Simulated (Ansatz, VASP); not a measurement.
Nb in VASP and in Ansatz

```xyz
1
Lattice="0.0000 2.0641 2.0641 2.0641 0.0000 2.0641 2.0641 2.0641 0.0000" Properties=species:S:1:pos:R:3 pbc="T T T"
Nb    0.0000    0.0000    0.0000
```

Alike in both runs: task single point; functional PBEsol; k mesh 18 × 18 × 18; occupations gaussian, width 0.1 eV; no spin polarisation.

```csv
,VASP,Ansatz
version,VASP 6.6.1,Ansatz 0.2.0
potentials or method,"VASP PAW PBE potentials, release 64 (Nb_sv)","scalar-relativistic, plane waves, PAW"
plane-wave cutoff (eV),520,420
valence electrons in the cell,13,13
```

Ansatz gave:

- gap on the k mesh at the Fermi level (eV): none
- pressure (GPa): 5.6

Estimate VASP's values.

gap on the k mesh at the Fermi level (eV): none; pressure (GPa): 5.3.

A gap of «none» marks a metal or a gap that the smearing closes. With one functional, cell and mesh, what is left measures potentials, basis and numerics.

Caveats: the PAW data sets were made with another functional, which shifts forces and pressure a little (VASP).
